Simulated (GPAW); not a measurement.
Crystal: Hf.

```
CELL_PARAMETERS angstrom
0.00000 2.22000 2.22000
2.22000 0.00000 2.22000
2.22000 2.22000 0.00000
ATOMIC_POSITIONS crystal
Hf 0.00000 0.00000 0.00000
```

This isn't the form of Hf at room conditions, which is hcp.

Base run:

| Item | Value |
| --- | --- |
| Program | GPAW 26.7.0 |
| Functional | PBEsol |
| Potentials or basis | PAW data sets generated in the run's folder for this functional |
| Cutoff | 600 eV |
| Basis | pw |
| k mesh | 10 × 10 × 10 |
| Occupations | fermi-dirac, width 0.05 eV |
| Spin | no spin polarisation |

Its results: pressure -1.2 GPa.

Q: After a change of settings the same cell gave: pressure -5.4 GPa. Which change was it?
A. functional from PBEsol to LDA; potentials or basis from PAW data sets generated in the run's folder for this functional to the program's PAW data sets (release 1.2.1) made for this functional
B. functional from PBEsol to r4SCAN; potentials or basis from PAW data sets generated in the run's folder for this functional to GPAW PAW data sets (gpaw-data 1.2.1)
C. occupations from fermi-dirac, width 0.05 eV to gaussian, width 0.02 eV

A: A.

Not every run made on this cell is shown here.
